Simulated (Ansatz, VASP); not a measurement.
# TePb in VASP and in Ansatz

```xyz
2
Lattice="0.0000 3.3186 3.3186 3.3186 0.0000 3.3186 3.3186 3.3186 0.0000" Properties=species:S:1:pos:R:3 pbc="T T T"
Te    3.3186    3.3186    3.3186
Pb    0.0000    0.0000    0.0000
```

Alike in both runs: task single point; functional PBE; k mesh 8 × 8 × 8; occupations gaussian, width 0.02 eV; no spin polarisation.

|  | VASP | Ansatz |
| --- | --- | --- |
| version | VASP 6.6.1 | Ansatz 0.2.0 |
| potentials or method | VASP PAW PBE potentials, release 64 (Te, Pb_d) | scalar-relativistic, plane waves, PAW |
| plane-wave cutoff (eV) | 520 | 420 |
| valence electrons in the cell | 20 | 30 |

|  | VASP | Ansatz | Ansatz less VASP |
| --- | --- | --- | --- |
| gap on the k mesh at the Fermi level (eV) | 0.88 | 0.88 | -0.004 |
| least direct gap on the mesh (eV) | 0.88 | 0.88 | -0.004 |
| pressure (GPa) | -1.1 | -1.1 | +0.04 |

The two sets of potentials don't hold the same shells in valence.

Caveats: spin-orbit coupling is left out, which as a rule narrows the gap of such compounds by several tenths of an eV. A k mesh can miss the band edges.
